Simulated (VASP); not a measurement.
# VASP 6.6.1 run: BAs

INCAR

```
ENCUT = 520
LASPH = .TRUE.
LCHARG = .FALSE.
PREC = Accurate
IBRION = -1
LWAVE = .FALSE.
NELMDL = -8
SIGMA = 0.02
ISIF = 2
LREAL = .FALSE.
METAGGA = R2SCAN
ALGO = Normal
NBANDS = 11
NSW = 0
NELM = 120
EDIFF = 1E-7
ISMEAR = -1
```

KPOINTS

```
KPOINTS created by Atomic Simulation Environment
0
Gamma
10 10 10
0 0 0
```

POSCAR

```
B  As
 1.0000000000000000
     0.0000000000000000    2.3052873174999999    2.3052873174999999
     2.3052873174999999    0.0000000000000000    2.3052873174999999
     2.3052873174999999    2.3052873174999999    0.0000000000000000
 B   As
   1   1
Cartesian
  0.0000000000000000  0.0000000000000000  0.0000000000000000
  2.3052873174999999  2.3052873174999999  2.3052873174999999
```

The recommended PBE PAW datasets give the neutral cell 8 valence electrons.

Command

```
mpirun -np 1 vasp_std
```

OSZICAR

```
N       E                     dE             d eps       ncg     rms          rms(c)
DAV:   1     0.585469365350E+00    0.58547E+00   -0.40752E+03  1034   0.673E+02
DAV:   2    -0.208465574178E+02   -0.21432E+02   -0.20567E+02  1403   0.103E+02
DAV:   3    -0.214648705447E+02   -0.61831E+00   -0.61523E+00  1279   0.156E+01
DAV:   4    -0.214663266973E+02   -0.14562E-02   -0.14560E-02  1151   0.816E-01
DAV:   5    -0.214663278159E+02   -0.11186E-05   -0.11183E-05  1202   0.256E-02
DAV:   6    -0.214663278167E+02   -0.86243E-09   -0.14322E-08  1176   0.902E-04
DAV:   7    -0.214663278172E+02   -0.43485E-09   -0.21454E-11  1138   0.335E-05
DAV:   8    -0.214663278161E+02    0.11134E-08   -0.13340E-12   871   0.245E-06    0.381E+00
DAV:   9    -0.201614339374E+02    0.13049E+01   -0.43904E-01  1076   0.365E+00    0.214E+00
DAV:  10    -0.201765014177E+02   -0.15067E-01   -0.64033E-02  1212   0.129E+00    0.847E-01
DAV:  11    -0.201796395995E+02   -0.31382E-02   -0.46264E-03  1067   0.583E-01    0.681E-02
DAV:  12    -0.201797004809E+02   -0.60881E-04   -0.52231E-05  1204   0.646E-02    0.535E-02
DAV:  13    -0.201797129385E+02   -0.12458E-04   -0.19092E-05  1109   0.398E-02    0.759E-03
DAV:  14    -0.201797125184E+02    0.42014E-06   -0.24750E-07  1232   0.402E-03    0.142E-03
DAV:  15    -0.201797128120E+02   -0.29363E-06   -0.36105E-08   612   0.145E-03    0.416E-04
DAV:  16    -0.201797128209E+02   -0.89227E-08   -0.87434E-10   547   0.254E-04
   1 F= -.20179713E+02 E0= -.20179069E+02  d E =-.128709E-02
```

From OUTCAR

```
k-points           NKPTS =     47   k-points in BZ     NKDIM =     47   number of bands    NBANDS=     11

   NELECT =       8.0000    total number of electrons

   dimension x,y,z NGX =    24 NGY =   24 NGZ =   24
   dimension x,y,z NGXF=    48 NGYF=   48 NGZF=   48

  energy-cutoff  :      520.00
  volume of cell :       24.50
      direct lattice vectors                 reciprocal lattice vectors
     0.000000000  2.305287317  2.305287317    -0.216892704  0.216892704  0.216892704
     2.305287317  0.000000000  2.305287317     0.216892704 -0.216892704  0.216892704
     2.305287317  2.305287317  0.000000000     0.216892704  0.216892704 -0.216892704

 k-points in reciprocal lattice and weights: KPOINTS created by Atomic Simulation Env
   0.00000000  0.00000000  0.00000000       0.001
   0.10000000  0.00000000  0.00000000       0.008
   0.20000000  0.00000000  0.00000000       0.008
   0.30000000  0.00000000  0.00000000       0.008
   0.40000000  0.00000000  0.00000000       0.008
   0.50000000  0.00000000  0.00000000       0.004
   0.10000000  0.10000000  0.00000000       0.006
   0.20000000  0.10000000  0.00000000       0.024
   ...

 E-fermi :   7.2038

 k-point     1 :       0.0000    0.0000    0.0000
  band No.  band energies     occupation
      1      -9.5029      2.00000
      2       7.1791      1.54901
      3       7.1791      1.54900
      4       7.1791      1.54900
      5      11.0510      0.00000
      6      15.4182      0.00000
      7      15.4182      0.00000
      8      15.4182      0.00000
      9      16.5696      0.00000
     10      16.5696      0.00000
     11      16.5696      0.00000

 k-point     2 :       0.1000    0.0000    0.0000
  band No.  band energies     occupation
      1      -9.3016      2.00000
      2       5.7771      2.00000
      3       7.1656      1.74231
      4       7.1656      1.74230
      5      11.7198      0.00000
      6      14.4126      0.00000
      7      14.4126      0.00000
      8      15.1165      0.00000
      9      16.5900      0.00000
     10      17.0144      0.00000
     11      17.0144      0.00000

 k-point     3 :       0.2000    0.0000    0.0000
  band No.  band energies     occupation
      1      -8.7019      2.00000
      2       3.2167      2.00000
      3       7.1818      1.50064
      4       7.1818      1.50063
      5      12.1581      0.00000
      6      12.6321      0.00000
      7      12.6321      0.00000
      8      14.4687      0.00000
      9      17.4274      0.00000
     10      18.2646      0.00000
     11      18.2646      0.00000

 k-point     4 :       0.3000    0.0000    0.0000
  band No.  band energies     occupation
      1      -7.7222      2.00000
      2       0.5846      2.00000
      3       7.3446      0.00175
      4       7.3446      0.00175
      5      10.9436      0.00000
      6      10.9436      0.00000
      7      12.0646      0.00000
      8      13.8002      0.00000
      9      19.1068      0.00000
     10      20.1902      0.00000
     11      20.1902      0.00000

 k-point     5 :       0.4000    0.0000    0.0000
  band No.  band energies     occupation
      1      -6.4404      2.00000
      2      -1.7548      2.00000
      3       7.7548      0.00000
      4       7.7548      0.00000
      5       9.5450      0.00000
      6       9.5450      0.00000
      7      11.9214      0.00000
      8      13.3027      0.00000
      9      21.0231      0.00000
     10      22.6303      0.00000
     11      22.6303      0.00000

 ...

  Total       -0.1988355     -0.1988355     -0.1988355     -0.0000000     -0.0000000      0.0000000
  in kB      -13.0016776    -13.0016776    -13.0016776     -0.0000000     -0.0000000      0.0000000
  external PRESSURE =     -13.0016776 kB  Pullay stress =       0.0000000 kB

 POSITION                                       TOTAL-FORCE (eV/Angst)
 -----------------------------------------------------------------------------------
      0.00000      0.00000      0.00000         0.000000      0.000000      0.000000
      2.30529      2.30529      2.30529        -0.000000     -0.000000      0.000000
 -----------------------------------------------------------------------------------
    total drift:                                0.000000     -0.000000     -0.000000

  FREE ENERGIE OF THE ION-ELECTRON SYSTEM (eV)
  ---------------------------------------------------
  free  energy   TOTEN  =       -20.1797128209 eV

  energy  without entropy=      -20.1784257333  energy(sigma->0) =      -20.17906928
```

It converged. Results: gap between bands v and c on the k mesh -5.16 eV (bands overlap: a metal); least direct gap on the k mesh 0.14 eV; pressure -1.3 GPa. Band v is the last that the valence electrons fill when counted band by band, and c is the next.

For comparison, a separate r²SCAN run of the intended cell, on usual settings and not on those above, gives a gap of -5.16 eV on its mesh and a pressure of -1.3 GPa.

The run above took about 31 s on one core of a shared host (Intel Xeon Platinum 8488C) and held 0.15 GiB at most.
